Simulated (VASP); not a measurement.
Set up this calculation in VASP 6.6.1, as the native input.

```yaml
Task: single point
Functional: PBE
Potentials_or_basis: VASP PAW PBE potentials, release 64 (Sn_d, O)
Cutoff: 520 eV
k_mesh: 6 × 6 × 8
Occupations: gaussian, width 0.015 eV
Spin: no spin polarisation
Further_INCAR_settings: ALGO = Normal; EDIFF = 1e-07; NBANDS = 35
```

The structure of SnO2 (Cassiterite) lies in POSCAR:

```
SnO2
1.0
    4.7380000000      0.0000000000      0.0000000000
    0.0000000000      4.7380000000      0.0000000000
    0.0000000000      0.0000000000      3.1865000000
Sn O
2 4
Direct
    0.5000000000      0.5000000000      0.5000000000
    0.0000000000      0.0000000000      0.0000000000
    0.8071000000      0.1929000000      0.5000000000
    0.6929000000      0.6929000000      0.0000000000
    0.1929000000      0.8071000000      0.5000000000
    0.3071000000      0.3071000000      0.0000000000
```

One way to write it, as run:

INCAR

```
PREC = Accurate ; ENCUT = 520
EDIFF = 1E-7 ; ISMEAR = 0
SIGMA = 0.015 ; LREAL = False
LASPH = True ; NELM = 100
ALGO = Normal ; ISIF = 2
LWAVE = False ; LCHARG = False
GGA = PE ; NBANDS = 35
```

KPOINTS

```
Automatic mesh
0
Gamma
  6 6 8
```

Potentials or basis: VASP PAW PBE potentials, release 64 (Sn_d, O).

Run with:

```console
$ cat potpaw_PBE.64/Sn_d/POTCAR potpaw_PBE.64/O/POTCAR > POTCAR
$ mpirun -np 1 vasp_std > vasp.out
```

It gave:

```json
{
  "Pressure": "11.8 GPa",
  "Largest force": "0.294 eV/Å",
  "Band gap on the k mesh": "1.27 eV, direct"
}
```

Caveat: spin-orbit coupling is left out, which moves the levels of the heavy elements.

It took 79 s on 1 thread of Intel(R) Xeon(R) Platinum 8488C (Sapphire Rapids), with other jobs on the host, peak memory 0.23 GiB.
